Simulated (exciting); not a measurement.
# Cu: single point with PBEsol

The system is Cu.

```
Cu
1.0
    -1.45399    1.46431    1.37398
     1.44871   -1.46799    1.37231
     1.42515    1.43915   -1.37783
Cu
1
Direct
  0.00000 0.00000 0.00000
```

This isn't the form of Cu at room conditions, which is fcc.

| Quantity | Value |
| --- | --- |
| Program | exciting (release sodium) |
| Task | single point |
| Functional | PBEsol |
| Potentials or basis | all-electron LAPW+lo, shipped species files, valence relativity iora* |
| rgkmax | 9 |
| k mesh | 13 × 13 × 13 |
| Occupations | fermi-dirac, width 0.05 eV |
| Spin | no spin polarisation |
| gmaxvr (cutoff of density and potential) | 14 1/bohr |
| lmaxapw (and lmaxmat) | 10 |
| lmaxvr | 8 |
| nempty | 12 |
| Valence relativity | iora* |
| epsengy | 1e-05 Ha |
| epspot | 1e-05 Ha |
| maxscl | 60 |
| Muffin-tin radii | Cu 2.0 bohr |

| Quantity | Value |
| --- | --- |
| Band gap on the k mesh | none (metal or under the smearing width) |
| All electrons inside the program's atomic spheres | Cu 27.38 (radii Cu 2.0 bohr) |

Levels at points of the mesh, in eV from the Fermi level:
```csv
k point,band 6,band 7,band 8,band 9,band 10,band 11,band 12,band 13
"(0.00, 0.00, 0.00)",-3.11,-2.97,-2.16,-1.94,24.42,25.30,26.23,28.67
```

Run time: 2.4 min on 1 thread of Intel(R) Xeon(R) 6975P-C (Granite Rapids), with other jobs on the host, peak memory 0.11 GiB.

Caveat: the log's total energy holds no entropy term; the free energy is that total less TS from the occupations.
